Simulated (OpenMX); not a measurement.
PbS:

```xyz
2
Lattice="4.2269 0.0000 0.0000 2.1151 3.6597 0.0000 2.1151 1.2205 3.4502" Properties=species:S:1:pos:R:3 pbc="T T T"
Pb    8.2927    4.7854    3.3831
S     4.0174    2.3183    1.6390
```

The cell is a database's computed one.

Base run:

| Property | Result |
| --- | --- |
| Program | OpenMX 3.8.5 |
| Functional | PBE |
| Dispersion | D3(BJ) |
| Potentials or basis | OpenMX 2013 PBE set, Pb8.0-s3p2d2f1, S7.0-s2p2d1f1, grid cutoff 500 Ry |
| k mesh | 7 × 7 × 7 |
| Occupations | fermi-dirac, width 0.05 eV |
| Spin | no spin polarisation |

Its results: pressure -0.6 GPa; largest force 0.027 eV/Å.

Problem. The run is repeated on the same cell with these changes: dispersion from D3(BJ) to none. What comes out?

Solution. Pressure 1.5 GPa; largest force 0.028 eV/Å.

Dispersion adds attraction, which lowers the pressure at fixed volume and, as a term added to the energy, leaves the levels alone.

Caveats: the basis of atomic orbitals isn't converged, which shifts pressures, moduli and gaps.
